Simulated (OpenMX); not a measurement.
The system is Mg.

```
Mg
1.0
     3.20930    0.00000    0.00000
    -1.60465    2.77934    0.00000
     0.00000    0.00000    5.21030
Mg
2
Direct
  0.66667 0.33333 0.75000
  0.33333 0.66667 0.25000
```

- Program: OpenMX 3.8.5
- Task: relaxation of cell and atoms
- Functional: PBE
- Dispersion: D3
- Potentials or basis: OpenMX 2013 PBE set, Mg7.0-s3p2, grid cutoff 500 Ry
- k mesh: 7 × 7 × 3
- Occupations: fermi-dirac, width 0.05 eV
- Spin: no spin polarisation

At the start: pressure -1.3 GPa; volume 23.24 Å³/atom.

Question: How do energy, volume and symmetry change on relaxing?

Answer: Over 7 steps the energy falls by 28.9 meV/atom and the volume is 22.33 Å³/atom (-3.9 %); space group P6_3/mmc (No. 194, to 0.05 Å).

The path:
```csv
step,energy change (eV),largest force (eV/Å),pressure (GPa),volume (Å³)
1,0.0000,0.0082,-1.30,46.47
2,-0.0058,0.0090,-1.19,46.29
3,-0.0554,0.0182,0.85,43.91
4,-0.0557,0.0324,0.42,44.35
5,-0.0565,0.0304,0.47,44.30
6,-0.0574,0.0045,0.40,44.42
7,-0.0579,0.0189,0.20,44.67
```

Final structure:
```yaml
crystal:
  lattice:
    - [3.09758, -0.00602, 0.00000]
    - [-1.55401, 2.67989, 0.00000]
    - [0.00000, 0.00000, 5.38715]
  atoms:
    - { symbol: Mg, position: [0.66599, 0.33175, 0.75000] }
    - { symbol: Mg, position: [0.33401, 0.66825, 0.25000] }
```

Caveat: the k mesh is coarse (spacing up to 0.40 Å⁻¹), so the values aren't converged; volumes in these bases differ from converged ones by about 1 %, for some elements by several; the energies along the path lack the entropy term of the smearing; the basis of atomic orbitals isn't converged, which shifts pressures, moduli and gaps; pairwise dispersion overbinds metals, which lowers pressure and volume.
